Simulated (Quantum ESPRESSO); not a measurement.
C: equation of state with PBE

Crystal: C.

```
C
1.0
     4.25517    0.00000    0.00000
     0.00000    4.25517    0.00000
     0.00000    0.00000    1.28229
C
1
Cartesian
  2.1276 2.1276 0.6411
```

The cell was built by a generator and needn't be a form met in nature.

```yaml
Program: Quantum ESPRESSO 7.5
Task: equation of state
Functional: PBE
Potentials_or_basis: SSSP 1.3 efficiency PBE
Cutoff: 748 eV
Density_cutoff: 5987 eV
k_mesh: 6 × 6 × 20
Occupations: fermi-dirac, width 0.05 eV
Spin: no spin polarisation
Mixing_beta: 0.5
Most_SCF_iterations: 120
SCF_threshold: 2e-10 Ry
```

```json
{
  "Equilibrium volume": "23.25 Å³/atom",
  "Bulk modulus at fixed shape and positions": "96 GPa",
  "Pressure derivative of the bulk modulus": "3.4"
}
```

Energy against volume, from the lowest point:
```
volume (Å³/atom)  energy (meV/atom)
          21.825              28.72
          22.289              12.70
          22.753               3.28
          23.218               0.00
          23.682               2.29
          24.146               9.71
          24.611              21.81
```

All runs of the series together: 51 s on 1 thread of Arm Neoverse V2, on a shared host.

Caveat: the cell was scaled at fixed shape and fractional positions, which overstates the stiffness of a crystal with free parameters, most of all of layers and chains.
